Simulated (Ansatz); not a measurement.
**AlAs at 12 GPa: from Born charge to LO–TO splitting and polaron coupling**

The calculation used DFT PBE, scalar-relativistic, plane waves, PAW in Ansatz. Settings: 420 eV plane-wave cutoff, Γ-centred 8×8×8 mesh, fixed occupations. No spin polarisation. Phonons by linear response, acoustic sum rule imposed.

The cell, relaxed at 12 GPa:
```
Al As
1.0
     0.00000    2.73894    2.73894
     2.73894    0.00000    2.73894
     2.73894    2.73894    0.00000
Al As
1 1
Direct
  0.00000 0.00000 0.00000
  0.75000 0.75000 0.75000
```

 The run warned that the force constants aren't converged on this k mesh, so the frequencies and all that is formed from them are rough.

Linear response gives ν_TO = 402.3 cm⁻¹, Born charges ±2.071 e (positive on Al) and ε∞ = 8.901. The primitive cell holds 41.094 Å³, and the masses are 26.982 and 74.922 amu.

Task: Find ν_LO and the static dielectric constant.

Result: The long-wave field adds a restoring force: ω_LO² − ω_TO² = Z*²e²/(ε_vac ε∞ μV). In these units ν_LO² − ν_TO² = 4.92064×10⁷ Z*²/(μ V ε∞) cm⁻², with μ = m₁m₂/(m₁ + m₂) = 19.837 amu: 29097 cm⁻². So ν_LO = √(402.3² + 29097) = 437.0 cm⁻¹, and the run gives 437.0. Lyddane–Sachs–Teller then gives ε0 = ε∞ (ν_LO/ν_TO)² = 10.50, against 10.50 in the run (it forms both from the same three quantities, so the match checks the arithmetic only). Between ν_TO and ν_LO the dielectric function is negative and an undamped crystal reflects fully: a reststrahlen band from 22.9 to 24.9 μm.

Task: What do the Clausius–Mossotti polarisability and the Szigeti charge come to?

Result: With the Lorentz local field, α = (3V/4π)(ε∞ − 1)/(ε∞ + 2) = 7.11 Å³ for the pair, and e_S = 3Z*/(ε∞ + 2) = 0.57 e. The Born charge includes the electrons' response to the dipole's own local field, and e_S takes that enhancement out. The Lorentz field assumes point-like polarisable ions, a poor picture once ε∞ is this large, since the electron clouds then overlap or are shared, so both numbers are formal here.

Task: How strongly does a slow electron couple to the LO mode?

Result: For one isotropic parabolic band, Fröhlich's constant is α_F = (1/ε∞ − 1/ε0) √(m* Ry/ħω_LO), with Ry = 13.606 eV, ħω_LO = 54.2 meV and m* in free-electron masses: α_F = 0.0171 × 15.85 × √m* = 0.27 √m*. The band mass isn't part of this run; for m* = 0.1, 0.3 and 1 it gives 0.09, 0.15, 0.27. In weak coupling the polaron lies α_F ħω_LO below the band edge (8 meV at m* = 0.3) with a mass m*(1 + α_F/6); past α_F of about 5 or 6 that expansion fails. A semilocal functional's ε∞ tends to be too large, which taken alone lowers α_F.

Cost: 1 run of about 0.65 core-minutes, on Intel Xeon Platinum 8375C (Ice Lake) (shared hosts).

The lattice adds little to the dielectric response: ε∞ of 8.901 rises only to an ε0 of 10.50, so most of the static screening is electronic. This fits a polar but largely covalent sp³ network, in which polarisable bonds screen the long-range field and stiff bonds limit the ionic displacement. The Born charge of about 2 e on Al is no measure of static ionicity, since it includes charge that flows along the bonds as the sublattices move. The light Al atom raises both optical frequencies, but the masses cancel from the static ionic response, which is set by the dynamical charge and the restoring force.

The same small gap between ε∞ and ε0 keeps the Fröhlich coupling weak for all the trial masses. In AlAs the lowest conduction valleys lie near X and are anisotropic, so a single isotropic mass probably gives the scale of the electron's coupling rather than its precise value. Real zone-centre frequencies don't show that zinc blende is the stable phase at 12 GPa, where a denser NiAs-type structure competes.
